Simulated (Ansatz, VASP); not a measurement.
# TbO2 in two plane-wave programs, part 2 of 3

Aim: how closely do two programs agree when they are given the same cell, functional and k mesh?

VASP 6.6.1 and Ansatz 0.2.0.

So far: The structure; VASP: band structure, LDA.

In doubt: a part-filled 4f shell, where there is one, can sit in one of many states, so energies may not be the lowest and differences between runs may mislead; derivatives with an open 4f shell can jump between states, which bears on forces and vibrations.

## Step 3: Ansatz: band structure, LDA

Level of this step: Ansatz beside VASP: Kohn-Sham DFT, plane waves, LDA (Ansatz).

Ansatz runs on its default PAW (the set named soft_2) files.

The same cell, functional (in two slightly different forms), mesh and smearing now go to Ansatz, which takes its cutoff from its data sets.

The input, input.yaml:

```yaml
crystal:
  lattice:
    - [0.0, 2.61, 2.61]
    - [2.61, 0.0, 2.61]
    - [2.61, 2.61, 0.0]
  atoms:
    - { symbol: Tb, position: [0.0, 0.0, 0.0], spin: 6.0 }
    - { symbol: O, position: [0.25, 0.25, 0.25] }
    - { symbol: O, position: [0.75, 0.75, 0.75] }
hamiltonian:
  xc: lda
  pseudopotentials: { kind: paw }
magnetization:
  spin_polarized: true
kpoints:
  mp_grid: { grid: [5, 5, 5] }
  band_path:
    path:
      - [0.0, 0.0, 0.0]
      - [0.16667, 0.0, 0.16667]
      - [0.33333, 0.0, 0.33333]
      - [0.5, 0.0, 0.5]
      - [0.5, 0.08333, 0.58333]
      - [0.5, 0.18333, 0.68333]
      - [0.5, 0.25, 0.75]
      - [0.45, 0.3, 0.75]
      - [0.40833, 0.34167, 0.75]
      - [0.35, 0.35, 0.7]
      - [0.225, 0.225, 0.45]
      - [0.075, 0.075, 0.15]
      - [0.03333, 0.03333, 0.03333]
      - [0.23333, 0.23333, 0.23333]
      - [0.4, 0.4, 0.4]
      - [0.51667, 0.46667, 0.51667]
      - [0.55833, 0.38333, 0.55833]
      - [0.60833, 0.28333, 0.60833]
      - [0.60833, 0.25, 0.64167]
      - [0.55833, 0.25, 0.69167]
      - [0.51667, 0.25, 0.73333]
      - [0.5, 0.3, 0.7]
      - [0.5, 0.38333, 0.61667]
      - [0.5, 0.48333, 0.51667]
      - [0.475, 0.475, 0.55]
      - [0.425, 0.425, 0.65]
      - [0.38333, 0.38333, 0.73333]
      - [0.59167, 0.18333, 0.59167]
      - [0.55, 0.1, 0.55]
      - [0.5, 0.0, 0.5]
    npoints: 1
scf:
  occupations: { method: gaussian, width: 0.02 }
  n_extra_bands: 12
output:
  forces: true
  stress: true
  eigenvalues: true
```

Run with:

```bash
$ ansatz run input.yaml --threads 2 --pin off --max-ram 4608MiB --backend cpu --events-out ev --progress --plain --runs-dir out
```

Numbers of over 12 decimals in the logs are rounded to 6 here.

What it wrote:

```text
Warning: where this run starts from atoms, the 4f shell of Tb (site 0, from 0) starts with a moment of 5.55 μB, by Hund's first rule and in the place of the 6.00 μB that the deck gives it, the electrons of either spin spread evenly over its orbitals. The first iterations hold it so, then one of them chooses the order of the orbitals in the run's own bands; that SCF has its whole band count from the start. To start from spheres of the given moment, with no order chosen, type scf.initial_density.shell_occupations: []
scf.n_extra_bands = 12 over 16 filled bands (N_el = 31.0): the run solves 28 bands
Engine: ansatz 0.2.0, aarch64-unknown-linux-gnu
Pseudopotentials: kind: paw
Pseudopotential: Tb, paw, valence charge 19, recommended cutoff 420 eV (normal), Tb.paw.azcp
Pseudopotential: O, paw, valence charge 6, recommended cutoff 420 eV (normal), O.paw.azcp
Functional definition: SPW92
  exchange = slater_x
  correlation = pw_c
Crystal: 3 atoms, lattice volume = 35.559 Å³
Basis set: ecut = 420 eV, 725 PW (Γ)
Bands: 28, of which v1, the nominal top of the filled ones, is band 16 counted from 1 (15 counted from 0)
Symmetry: 48 space group operations
Space group: Fm-3m (ITA 225), of the structure as read, at distance tolerance 3.3e-5 Å
Magnetic group: BNS 225.116 (UNI 1618), of the structure as read, at distance tolerance 3.3e-5 Å
k-points: 10 of 125
Non-local potential: Tb, projectors of the file, l = 0: 3, l = 1: 2, l = 2: 2, l = 3: 3
Non-local potential: O, projectors of the file, l = 0: 2, l = 1: 2, l = 2: 1
PAW form: soft (Blöchl's): semilocal exchange-correlation on the pseudo side does not see the compensation charge
PAW frozen core: Tb, regenerated for the run's functional, and the local potential with it (the file was generated under x = pbe(κ = 0.804, μ = 0.219515), c = pbe(β = 0.066725))
PAW frozen core: O, regenerated for the run's functional, and the local potential with it (the file was generated under x = pbe(κ = 0.804, μ = 0.219515), c = pbe(β = 0.066725))
PAW one-centre angular grid: Tb, 590 points (default); XC on 64 Gauss nodes
PAW one-centre angular grid: O, 110 points (default); XC on 64 Gauss nodes
Initial density: superposition of atomic densities (chi_scale 0.1, normalization cell)
Initial wavefunctions: pseudopotential atomic-orbital guess
Functional: x = slater, c = lda
SCF iter   1: F=—  HF=-10857.159684 eV  |F-HF|=—  |Δ(HF+E_count)|=         —  Δρ=1.34e-1 (↑9.92e-2 ↓1.34e-1)  dr2=1.23e1  dr2_m=1.76e0  M=6.920 μB ∫|m|=6.920 μB  β_m=0.30  ethr=3.10e-3  ⟨swp⟩=6.0  Hψ=2273  notcnv=0  defer=2
preconditioner: auto → none  [insulator: Δε(μ)=3.022 eV  Ē_g=17.790 eV  σ=0.020 eV  W_gap=1.00  n_scr=14 (ndim 8)  ℏωp=33.5 eV  f_vac=0.000  D(μ)=0.00/eV (n_scr^D=0)  ε∞_Penn≈4.6]
SCF iter   2: F=—  HF=-10849.269639 eV  |F-HF|=—  |Δ(HF+E_count)|=    7.89e0  Δρ=5.00e-2 (↑4.04e-2 ↓5.00e-2)  dr2=2.77e-1  dr2_m=5.36e-1  M=6.686 μB ∫|m|=6.686 μB  β_m=0.33  ethr=3.10e-3  ⟨swp⟩=4.3  Hψ=1441  notcnv=0  defer=119
SCF iter   3: F=—  HF=-10848.438883 eV  |F-HF|=—  |Δ(HF+E_count)|=         —  Δρ=4.38e-2 (↑2.42e-2 ↓4.38e-2)  dr2=3.83e-1  dr2_m=2.38e-1  M=6.745 μB ∫|m|=6.745 μB  β_m=0.33  ethr=8.93e-4  ⟨swp⟩=2.5  Hψ=909  notcnv=0  defer=119
Mixer restart at iter 3: flushing history
SCF iter   4: F=—  HF=-10848.617094 eV  |F-HF|=—  |Δ(HF+E_count)|=   1.78e-1  Δρ=3.17e-2 (↑1.52e-2 ↓3.17e-2)  dr2=8.00e-2  dr2_m=1.64e-1  M=6.808 μB ∫|m|=6.808 μB  β_m=0.53  ethr=8.93e-4  ⟨swp⟩=2.6  Hψ=986  notcnv=0  defer=117
SCF iter   5: F=—  HF=-10848.715258 eV  |F-HF|=—  |Δ(HF+E_count)|=   9.82e-2  Δρ=1.53e-2 (↑1.21e-2 ↓1.53e-2)  dr2=2.45e-2  dr2_m=5.55e-2  M=6.814 μB ∫|m|=6.814 μB  β_m=0.77  ethr=2.58e-4  ⟨swp⟩=3.0  Hψ=1115  notcnv=0  defer=117
SCF iter   6: F=—  HF=-10849.154703 eV  |F-HF|=—  |Δ(HF+E_count)|=   4.39e-1  Δρ=1.76e-2 (↑5.43e-3 ↓1.76e-2)  dr2=1.24e-1  dr2_m=1.54e-2  M=6.982 μB ∫|m|=6.982 μB  β_m=0.61  ethr=7.91e-5  ⟨swp⟩=3.0  Hψ=1223  notcnv=0  defer=119
SCF iter   7: F=—  HF=-10848.884732 eV  |F-HF|=—  |Δ(HF+E_count)|=   2.70e-1  Δρ=4.39e-3 (↑2.05e-3 ↓4.39e-3)  dr2=7.39e-3  dr2_m=2.42e-3  M=7.000 μB ∫|m|=7.000 μB  β_m=0.75  ethr=7.91e-5  ⟨swp⟩=3.5  Hψ=1210  notcnv=0  defer=119
SCF iter   8: F=—  HF=-10848.849544 eV  |F-HF|=—  |Δ(HF+E_count)|=         —  Δρ=1.77e-3 (↑1.69e-3 ↓1.77e-3)  dr2=3.28e-5  dr2_m=9.63e-4  M=7.000 μB ∫|m|=7.000 μB  β_m=0.75  ethr=2.39e-5  ⟨swp⟩=3.1  Hψ=1226  notcnv=0  defer=119
Mixer restart at iter 8: flushing history
iteration 8: the lowest order of the open f orbitals that was found in this iteration's bands is taken; no other order was found there
SCF iter   9: F=—  HF=-10848.848338 eV  |F-HF|=—  |Δ(HF+E_count)|=         —  Δρ=3.32e-3 (↑4.92e-4 ↓3.32e-3)  dr2=3.20e-3  dr2_m=1.04e-3  M=7.000 μB ∫|m|=7.001 μB  β_m=0.75  ethr=1.06e-7  ⟨swp⟩=2.1  Hψ=959  notcnv=0  defer=119
Mixer restart at iter 9: flushing history
SCF iter  10: F=—  HF=-10848.849260 eV  |F-HF|=—  |Δ(HF+E_count)|=         —  Δρ=3.07e-3 (↑1.78e-3 ↓3.07e-3)  dr2=7.50e-3  dr2_m=1.61e-4  M=7.000 μB ∫|m|=7.001 μB  β_m=0.75  ethr=1.06e-7  ⟨swp⟩=3.1  Hψ=1407  notcnv=0  defer=119
Mixer restart at iter 10: flushing history
SCF iter  11: F=—  HF=-10848.851414 eV  |F-HF|=—  |Δ(HF+E_count)|=   2.15e-3  Δρ=3.69e-3 (↑2.64e-3 ↓3.69e-3)  dr2=1.28e-2  dr2_m=1.09e-4  M=7.000 μB ∫|m|=7.001 μB  β_m=0.40  ethr=1.06e-7  ⟨swp⟩=4.3  Hψ=1762  notcnv=0  defer=119
SCF iter  12: F=—  HF=-10848.848325 eV  |F-HF|=—  |Δ(HF+E_count)|=   3.09e-3  Δρ=7.60e-4 (↑6.87e-4 ↓7.60e-4)  dr2=6.68e-4  dr2_m=2.02e-6  M=7.000 μB ∫|m|=7.001 μB  β_m=0.77  ethr=1.06e-7  ⟨swp⟩=3.0  Hψ=1397  notcnv=0  defer=119
SCF iter  13: F=—  HF=-10848.848105 eV  |F-HF|=—  |Δ(HF+E_count)|=   2.20e-4  Δρ=9.92e-5 (↑8.20e-5 ↓9.92e-5)  dr2=2.93e-6  dr2_m=1.58e-6  M=7.000 μB ∫|m|=7.001 μB  β_m=0.75  ethr=1.06e-7  ⟨swp⟩=2.1  Hψ=1058  notcnv=0  defer=119
SCF iter  14: F=—  HF=-10848.848108 eV  |F-HF|=—  |Δ(HF+E_count)|=   3.35e-6  Δρ=4.27e-5 (↑2.83e-5 ↓4.27e-5)  dr2=1.07e-6  dr2_m=3.16e-8  M=7.000 μB ∫|m|=7.001 μB  β_m=0.65  ethr=9.46e-9  ⟨swp⟩=2.0  Hψ=878  notcnv=0  defer=119
SCF iter  15: F=—  HF=-10848.848108 eV  |F-HF|=—  |Δ(HF+E_count)|=   4.52e-7  Δρ=1.44e-5 (↑1.44e-5 ↓5.10e-6)  dr2=2.46e-8  dr2_m=2.79e-8  M=7.000 μB ∫|m|=7.001 μB  β_m=0.71  ethr=3.45e-9  ⟨swp⟩=2.0  Hψ=789  notcnv=0  defer=119
SCF iter  16: F=-10848.848108 eV  HF=-10848.848108 eV  |F-HF|=6.70e-9  |Δ(HF+E_count)|=   5.96e-9  Δρ=4.19e-6 (↑1.97e-6 ↓4.19e-6)  dr2=6.25e-9  dr2_m=2.13e-9  M=7.000 μB ∫|m|=7.001 μB  ethr=7.93e-11  ⟨swp⟩=8.8  Hψ=2831  notcnv=0
SCF 1 converged in 16 iterations: F = -10848.848108 eV  dr2 = 6.25e-9
  greatest PAW one-centre occupation: 0.998 electrons in one spin orbital (limit 2), on the Tb atom at site 0 (counted from 0), in its partial waves of l = 0
NSCF: frozen V_eff on 30 k-points
SCF converged after 16 iterations
Magnetization: 7.0000 μB (19.0000 up, 12.0000 down)
Absolute magnetization: 7.0006 μB (∫|ρ↑−ρ↓|, with the PAW one-centre terms)
Spin contamination: 0.0045 ħ² per cell (⟨S²⟩ above its minimum at these occupations)
Per-site moments (μB) at R_I (Å): [(6.239899, 0.932385), (0.323451, 0.932385), (0.323451, 0.932385)]
Free energy (F): -10848.848108 eV
Harris-Foulkes:  -10848.848108 eV  (|F-HF|=6.70e-9)
Internal energy: -10848.848108 eV  (E = F + TS)
E sigma→0 (E₀):  -10848.848108 eV
Fermi energy:    12.475328 eV
--- Per-component energies (eV) ---
  E_band       = 50.097655
  E_kinetic    = 718.872413
  E_local      = -2993.557038  (includes V_loc(G=0)·N_el)
  E_nonlocal   = 737.479211
  E_hartree    = 1163.077225
  E_xc         = -341.604728
  E_vxc        = -402.400596  (∫ρ·V_xc dr)
  E_paw        = -6783.942589  (= ΣΔE_a)
  E_vpaw       = -336.459247  (= ΣTr[D̂ρ^β])
  E_aug_tail   = 0.004957  (compensation charges beyond the density's cutoff)
  E_ewald      = -3350.798673
  E_core_change = 1.621114  (= ΣΔE_core)
  E_smearing   = -0.000000  (= −TS)
  E_closure    = 0.000000  (closes the sum)
  Σ components = -10848.848108   (vs F -10848.848108, Δ=0.00e0)
--- Forces (eV/Å), atoms counted from 1 ---
  atom   1  Tb    -0.00000000     0.00000000     0.00000000
  atom   2  O     -0.00000000    -0.00000000     0.00000000
  atom   3  O     -0.00000000    -0.00000000    -0.00000000
  max |Σ_I F_I| component: 3.24e-17 eV/Å
--- Stress (GPa, compression-positive) ---
       -1.852027       0.000000       0.000000
        0.000000      -1.852027       0.000000
       -0.000000       0.000000      -1.852027
  P = ⅓ Tr σ = -1.8520 GPa (-18.520 kbar)
--- Band table (eV; the first three rows and the last of 20) ---
  k-point 0 ↑: bands = [... 12 lower, 7.9570, 7.9570, 7.9570, 8.2589, 12.0010, 12.0010, 12.0010, 17.5902, ... 8 higher]
  k-point 1 ↑: bands = [... 12 lower, 7.9580, 8.2089, 8.2089, 8.9944, 11.2372, 11.5638, 11.5638, 18.0632, ... 8 higher]
  k-point 2 ↑: bands = [... 12 lower, 7.9595, 8.5192, 8.5192, 10.1733, 10.3499, 11.2211, 11.2211, 18.3508, ... 8 higher]
  k-point 9 ↓: bands = [... 12 lower, 12.7019, 12.7812, 12.8186, 12.9933, 13.0028, 13.0772, 13.7926, 18.5001, ... 8 higher]
```

Elapsed: 6.1 s, on 2 threads of Arm Neoverse N1, shared host; peak memory 0.27 GiB.

Reading the cycles: dr2 is the Hartree energy of the density residual (eV), the measure of convergence; HF is the Harris–Foulkes estimate of the energy, which meets the free energy F at convergence.

## Step 4: Differences

Known differences besides the PAW data sets themselves: the two LDA forms differ slightly; the cutoff is 420 eV in Ansatz and 520 eV in VASP; Ansatz makes its cores anew for this functional, VASP keeps those of its PBE data sets; site moments are counted in spheres of each program's own size. Total energies have different zeros and are not compared.

Both answers:

| quantity | Ansatz | VASP | difference |
| --- | --- | --- | --- |
| pressure (GPa) | -1.85 | 0.62 | -2.47 |
| total moment (μB) | 7.00 | 7.00 | 0.00 |
| moment on Tb1 (μB) | 6.24 | 6.17 | +0.07 |
| moment on O2 (μB) | 0.32 | 0.31 | +0.01 |
| moment on O3 (μB) | 0.32 | 0.31 | +0.01 |

Ansatz's pressure holds a Pulay correction of 1.02 GPa; VASP's holds none.

## Step 5: Further runs

The difference is large enough to ask for its cause, so further runs change the set-up of one program at a time, as the table lists.

| run | difference in pressure (GPa) |
| --- | --- |
| as above | -2.5 |
| cores kept as stored, as VASP does, whose cores stay as stored | -2.3 |
| Ansatz's all-electron LAPW method | -2.1 |
| Ansatz's larger PAW set (cutoff 900 eV) | -1.8 |

## Step 6: Ansatz: band structure, PBEsol

Levels along a path test the potential and the projectors away from the mesh points.

input.yaml, as its differences from that of step 3:

```diff
@@ -10,3 +10,3 @@
 hamiltonian:
-  xc: lda
+  xc: pbesol
   pseudopotentials: { kind: paw }
```

What it wrote:

```text
[...]
Crystal: 3 atoms, lattice volume = 35.559 Å³
Basis set: ecut = 420 eV, 725 PW (Γ), exchange–correlation on 50×50×50 points (8 copies of the dense FFT grid, shifted against one another)
Bands: 28, of which v1, the nominal top of the filled ones, is band 16 counted from 1 (15 counted from 0)
Symmetry: 48 space group operations
[...]
k-point 1 ↑: bands = [... 12 lower, 8.0713, 8.4006, 8.4006, 9.1990, 11.4781, 11.8100, 11.8100, 18.3588, ... 8 higher]
  k-point 2 ↑: bands = [... 12 lower, 8.0728, 8.7673, 8.7673, 10.4205, 10.5784, 11.4602, 11.4602, 18.6479, ... 8 higher]
  k-point 9 ↓: bands = [... 12 lower, 12.9919, 13.0812, 13.1193, 13.3246, 13.3371, 13.4022, 14.0570, 18.7924, ... 8 higher]
[key lines of the parts left out:]
SCF converged after 17 iterations
Magnetization: 7.0000 μB (19.0000 up, 12.0000 down)
Free energy (F): -10963.256620 eV
Fermi energy:    12.740968 eV
P = ⅓ Tr σ = 3.6399 GPa (36.399 kbar)
```

It took 6.5 s on 2 threads; peak memory 0.28 GiB; 12 s of CPU time.

## Step 7: VASP: band structure, PBEsol

The same cell, functional, mesh and smearing now go to VASP, with its own data sets and cutoff.

The input, INCAR:

```
SYSTEM = TbO2
PREC = Accurate
ENCUT = 520
EDIFF = 1E-06
NELM = 150
ISMEAR = 0
SIGMA = 0.02
LREAL = .FALSE.
ALGO = Normal
GGA = PS
NBANDS = 30
ISPIN = 2
MAGMOM = 6 0 0
LMAXMIX = 6
AMIX = 0.2
BMIX = 1E-04
AMIX_MAG = 0.8
BMIX_MAG = 1E-04
LORBIT = 11
LWAVE = .FALSE.
LCHARG = .FALSE.
KPAR = 4
```

The input, POSCAR:

```
TbO2
1.0
    0.0000000000      2.6100000000      2.6100000000
    2.6100000000      0.0000000000      2.6100000000
    2.6100000000      2.6100000000      0.0000000000
Tb O
1 2
Direct
    0.0000000000      0.0000000000      0.0000000000
    0.2500000000      0.2500000000      0.2500000000
    0.7500000000      0.7500000000      0.7500000000
```

The input, KPOINTS:

```
Automatic mesh
0
Gamma
5 5 5
0 0 0
```

The input, KPOINTS_OPT:

```
Line mode
16
Line-mode
Reciprocal
  0.00000000   0.00000000   0.00000000 GAMMA
  0.50000000   0.00000000   0.50000000 X

  0.50000000   0.00000000   0.50000000 X
  0.50000000   0.25000000   0.75000000 W

  0.50000000   0.25000000   0.75000000 W
  0.37500000   0.37500000   0.75000000 K

  0.37500000   0.37500000   0.75000000 K
  0.00000000   0.00000000   0.00000000 GAMMA

  0.00000000   0.00000000   0.00000000 GAMMA
  0.50000000   0.50000000   0.50000000 L

  0.50000000   0.50000000   0.50000000 L
  0.62500000   0.25000000   0.62500000 U

  0.62500000   0.25000000   0.62500000 U
  0.50000000   0.25000000   0.75000000 W

  0.50000000   0.25000000   0.75000000 W
  0.50000000   0.50000000   0.50000000 L

  0.50000000   0.50000000   0.50000000 L
  0.37500000   0.37500000   0.75000000 K

  0.62500000   0.25000000   0.62500000 U
  0.50000000   0.00000000   0.50000000 X
```

The projector-augmented-wave data sets are Tb and O (PBE family, release 64).

Run with:

```bash
$ mpirun -np 4 vasp_std
```

What it wrote:

```text
[banner, memory and clock lines left out]
running    4 mpi-ranks, on    1 nodes
[...]
[... a notice as in an earlier step ...]

 LDA part: xc-table for (Slater+PW92), standard interpolation
 POSCAR, INCAR and KPOINTS ok, starting setup
[...]
entering main loop
       N       E                     dE             d eps       ncg     rms          rms(c)
DAV:   1     0.214028039474E+03    0.21403E+03   -0.11999E+04  1770   0.536E+03
DAV:   2    -0.930423199385E+01   -0.22333E+03   -0.18291E+03  1758   0.551E+02
DAV:   3    -0.335836323021E+02   -0.24279E+02   -0.23748E+02  1660   0.126E+02
DAV:   4    -0.361806788323E+02   -0.25970E+01   -0.25806E+01  2302   0.245E+01
[...]
DAV:  39    -0.298925262273E+02   -0.30005E-01   -0.32014E-03  1850   0.946E-01    0.105E+02
DAV:  40    -0.299074871885E+02   -0.14961E-01   -0.30494E-03  2104   0.128E+00    0.103E+02
DAV:  41    -0.299087102548E+02   -0.12231E-02   -0.22339E-04  1764   0.111E-01    0.103E+02
[...]
k-point batch [11-20\160]
       N       E                     dE             ncg
DAV:   1    -0.254561610086E+03   -0.11531E+05     1782
DAV:   2    -0.217445860233E+04   -0.19199E+04     1660
DAV:   3    -0.241324130537E+04   -0.23878E+03     1508
DAV:   4    -0.244039432515E+04   -0.27153E+02     1986
[...]
DAV:   8    -0.244371122046E+04   -0.34658E-03     1734
DAV:   9    -0.244371124782E+04   -0.27357E-04     1940
DAV:  10    -0.244371124874E+04   -0.91469E-06      864
[...]
k-point batch [151-160\160]
       N       E                     dE             ncg
DAV:   1    -0.312517316444E+03   -0.12235E+05     1792
DAV:   2    -0.217711050467E+04   -0.18646E+04     1668
DAV:   3    -0.241064163850E+04   -0.23353E+03     1478
DAV:   4    -0.243842616135E+04   -0.27785E+02     2084
[...]
DAV:   9    -0.244140553968E+04   -0.23485E-04     1746
DAV:  10    -0.244140554097E+04   -0.12927E-05      960
DAV:  11    -0.244140554110E+04   -0.12317E-06      600
```

Parts of OUTCAR (step 7):

```text
  Total        1.1604670      1.1604670      1.1604670     -0.0000000     -0.0000000      0.0000000
  in kB       52.2867745     52.2867745     52.2867745     -0.0000000     -0.0000000      0.0000000
  external PRESSURE =      52.2867745 kB  Pullay stress =       0.0000000 kB

 POSITION                                       TOTAL-FORCE (eV/Angst)
 -----------------------------------------------------------------------------------
      0.00000      0.00000      0.00000         0.000000      0.000000     -0.000000
      1.30500      1.30500      1.30500         0.000000      0.000000     -0.000000
      3.91500      3.91500      3.91500        -0.000000     -0.000000      0.000000
 -----------------------------------------------------------------------------------
    total drift:                               -0.000000     -0.000000      0.000000

  FREE ENERGIE OF THE ION-ELECTRON SYSTEM (eV)
  ---------------------------------------------------
  free  energy   TOTEN  =       -29.7350508390 eV

  energy  without entropy=      -29.7350508390  energy(sigma->0) =      -29.73505084

 magnetization (x)
# of ion       s       p       d       f       tot
--------------------------------------------------
    1       -0.003  -0.041   0.023   6.203   6.181
    2        0.007   0.295   0.000   0.000   0.302
    3        0.007   0.295   0.000   0.000   0.302
--------------------------------------------------
tot          0.010   0.549   0.023   6.203   6.785

[... 2 parts as in an earlier step ...]

[... 1 further part left out ...]
[key lines of the parts left out:]
E-fermi :   2.7776
```

LASPH is off, so gradient terms of the non-spherical density inside the spheres are left out; for open d or f shells this can shift gaps and moments. At this level the cell is under a pressure of 5.2 GPa, so at these settings it is away from equilibrium.

## Step 8: Side by side

What differs besides the data sets and the points named for the pairs above, as far as they apply: VASP leaves aspherical gradient terms in its spheres out (LASPH is not set), Ansatz keeps them. Total energies have different zeros and are not compared.

Both answers:

| quantity | Ansatz | VASP | difference |
| --- | --- | --- | --- |
| pressure (GPa) | 3.64 | 5.23 | -1.59 |
| total moment (μB) | 7.00 | 7.00 | 0.00 |
| moment on Tb1 (μB) | 6.26 | 6.18 | +0.08 |
| moment on O2 (μB) | 0.32 | 0.30 | +0.02 |
| moment on O3 (μB) | 0.32 | 0.30 | +0.02 |

Ansatz's pressure holds a Pulay correction of 0.81 GPa; VASP's holds none.

## Step 9: Looking for the cause

The difference is large enough to ask for its cause, so further runs change the set-up of one program at a time, as the table lists.

| run | difference in pressure (GPa) |
| --- | --- |
| as above | -1.6 |
| cores kept as stored, as VASP does, whose cores stay as stored | -1.5 |
| Ansatz's all-electron LAPW method | -1.3 |
| Ansatz's larger PAW set (cutoff 900 eV) | -1.0 |

(Part 2 of 3 ends here.)

[Lines on the potential files, build, host, timing and source positions are cut from VASP's logs without a mark.]

[Logs are printed without paths, hosts, clocks, repeated set-up lines and the standing remarks that a program may print on its own settings, such as how far it seeks lower states.]

[Hosts, paths, dates, database ids (printed as entryN), source tags and the programs' standing remarks are cut or masked in the printed files.]
